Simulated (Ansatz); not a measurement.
Bi:

```
Bi
1.0
    -1.98143    1.98143    1.98143
     1.98143   -1.98143    1.98143
     1.98143    1.98143   -1.98143
Bi
1
Direct
  0.00000 0.00000 0.00000
```

This isn't the form of Bi at room conditions, which is rhombohedral.

Base run:

* Program: Ansatz 0.2.0
* Functional: PBEsol
* Potentials or basis: all-electron LAPW, relativistic spinors
* Cutoff: 160 eV (chosen from the basis error)
* Basis error allowed: 0.001 eV/atom
* k mesh: 7 × 7 × 7
* Occupations: fermi-dirac, width 0.05 eV
* Spin: spin-orbit coupling, no magnetisation

Its results: pressure -0.3 GPa.

Q: The run is repeated on the same cell with these changes: functional from PBEsol to LDA. What comes out?

A: Pressure -1.6 GPa.

LDA binds more tightly than PBEsol, so the same cell stands under less pressure.

Caveats: the k mesh is thin for a metal, which can move the energy by tens of meV per atom.
